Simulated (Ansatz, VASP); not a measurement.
## Ca: VASP beside Ansatz

File INCAR:

```
SYSTEM = Ca
PREC = Accurate
ENCUT = 520
EDIFF = 1E-7
ISMEAR = 0
SIGMA = 0.15
LREAL = .FALSE.
LASPH = .TRUE.
NELM = 100
ALGO = Fast
ISIF = 2
LWAVE = .FALSE.
LCHARG = .FALSE.
NBANDS = 11
```

KPOINTS

```
Automatic mesh
0
G
  14 14 14
  0 0 0
```

The input POSCAR:

```
Ca
1.0
    3.4886563400      0.0000000000      0.0000000000
    0.0000000000      3.4886563400      0.0000000000
    0.0000000000      0.0000000000      3.4014399315
Ca
1
Direct
    0.0000000000      0.0000000000      0.0000000000
```

Input for Ansatz:

```yaml
crystal:
  lattice:
    - [3.48865634, 0.0, 0.0]
    - [0.0, 3.48865634, 0.0]
    - [0.0, 0.0, 3.4014399315]
  atoms:
    - { symbol: Ca, position: [0.0, 0.0, 0.0] }
basis:
  ecutwfc: 420
kpoints:
  mp_grid: { grid: [14, 14, 14] }
hamiltonian:
  xc: lda
scf:
  occupations: { method: gaussian, width: 0.15 }
output:
  forces: true
  stress: true
  eigenvalues: true
```

Change from the starting cell: strain +0.000 along x and y, -0.025 along z, atoms carried along.

Alike in both runs: task single point; functional LDA; k mesh 14 × 14 × 14; occupations gaussian, width 0.15 eV; no spin polarisation.

|  | VASP | Ansatz |
| --- | --- | --- |
| version | VASP 6.6.1 | Ansatz 0.2.0 |
| potentials or method | VASP PAW LDA potentials, release 64 (Ca_sv) | scalar-relativistic, plane waves, PAW |
| plane-wave cutoff (eV) | 520 | 420 |
| valence electrons in the cell | 10 | 10 |

```tsv
	VASP	Ansatz	Ansatz less VASP
gap on the k mesh at the Fermi level (eV)	none	none	-
pressure (GPa)	-1.0	-0.9	+0.01
largest component of the traceless stress (GPa)	0.88	0.88	-0.006
```

A gap of «none» marks a metal or a gap that the smearing closes.
